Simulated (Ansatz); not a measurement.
Theory: Ansatz, DFT PBE, scalar-relativistic, plane waves, PAW. All cells share a 420 eV cutoff and Γ-centred k meshes spaced at most about 0.3 Å⁻¹ (about 0.25 or finer for metals, 2π included). No spin polarisation.

Each guess is relaxed in cell and atoms at zero pressure, on a coarse mesh first where it starts far from rest and then on a converged one. The steps can't lower the symmetry of the start, but it can rise. Energies are static (0 K, no zero-point motion).

This guess for InSe isn't its lowest structure:

```yaml
crystal:
  lattice:
    - [3.35732, 0.00000, 0.00000]
    - [0.00000, 3.35732, 0.00000]
    - [0.00000, 0.00000, 4.21812]
  atoms:
    - { symbol: In, position: [0.50000, 0.50000, 0.50000] }
    - { symbol: Se, position: [0.00000, 0.00000, 0.00000] }
```

Q: What does it relax into?

A: P4/mmm at 23.8 Å³/atom → Pm-3m (caesium chloride type) at 24.0 Å³/atom. Conventional cell: a = 3.632 Å. Around In lie 8 Se at 3.15 Å and 6 In at 3.63 Å; Se is surrounded by 8 In at 3.15 Å and 6 Se at 3.63 Å.

```
In Se
1.0
     3.63204    0.00000    0.00000
     0.00000    3.63204    0.00000
     0.00000    0.00000    3.63204
In Se
1 1
Direct
  0.50000 0.50000 0.50000
  0.00000 0.00000 0.00000
```

Q: How far does this end lie above the lowest form of InSe relaxed in the same way, and what is that form?

A: It lies 0.33 eV/atom above the lowest of the 4 forms computed, a structure that the Crystallography Open Database (COD) lists. Space group R3m (No. 160), trigonal, a = 4.087 Å, c = 27.942 Å. In on its first site is surrounded by 3 Se at 2.68 Å and 1 In at 2.83 Å; around In on its second site lie 3 Se at 2.68 Å and 1 In at 2.83 Å; Se on its first site has 3 In at 2.68 Å; Se on its second site is surrounded by 3 In at 2.68 Å. That form has 33.7 Å³/atom and a gap of 0.77 eV on its mesh; the guess's end has none. Counting Se atoms around In (those within 1.25 times the shortest such distance or 1.15 times the sum of covalent radii; the shortest distance is added where it is long for a bond), the guess's end has In 8 from 3.1 Å and the lowest form has In 3.

No dispersion correction is applied, so the spacing and binding between layers, chains or molecules are poorly described (R3m), and this can change margins and order among such cells. Kohn–Sham gaps at this level usually fall short of measured ones. In Pm-3m an odd number of electrons in the primitive cell allows no gap without spin; a larger cell or a magnetic state could open one. Some structure types and database cells were kept out of the candidates from the start, so a known form may be missing.
